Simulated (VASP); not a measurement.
The system is ScAl3.

```xyz
4
Lattice="4.0878 0.0000 0.0000 0.0000 4.0878 0.0000 0.0000 0.0000 4.0878" Properties=species:S:1:pos:R:3 pbc="T T T"
Sc    0.0000    0.0000    0.0000
Al    2.0439    2.0439    0.0000
Al    0.0000    2.0439    2.0439
Al    2.0439    0.0000    2.0439
```

The cell is a database's computed one.

| Property | Result |
| --- | --- |
| Program | VASP 6.6.1 |
| Task | relaxation of cell and atoms |
| Functional | PBE |
| Dispersion | D4 |
| Potentials or basis | VASP PAW PBE potentials, release 64 (Sc_sv, Al) |
| Cutoff | 600 eV |
| k mesh | 7 × 7 × 7 |
| Occupations | fermi-dirac, width 0.05 eV |
| Spin | no spin polarisation |

At the start: pressure -2.0 GPa; volume 17.08 Å³/atom.

Q: How do energy, volume and symmetry change on relaxing?

A: Over 3 steps the energy falls by 2.3 meV/atom and the volume is 16.71 Å³/atom (-2.2 %); space group Pm-3m (No. 221, to 0.05 Å).

Step by step:
```tsv
step	energy change (eV)	largest force (eV/Å)	pressure (GPa)	volume (Å³)
1	0.0000	0.0000	-1.97	68.31
2	-0.0079	0.0000	0.83	66.25
3	-0.0093	0.0000	0.01	66.82
```

Final structure:
```
Sc Al
1.0
     4.05795    0.00000    0.00000
     0.00000    4.05795    0.00000
     0.00000    0.00000    4.05795
Sc Al
1 3
Direct
  0.00000 0.00000 0.00000
  0.50000 0.50000 0.00000
  0.00000 0.50000 0.50000
  0.50000 0.00000 0.50000
```

Caveat: pairwise dispersion overbinds metals, which lowers pressure and volume.
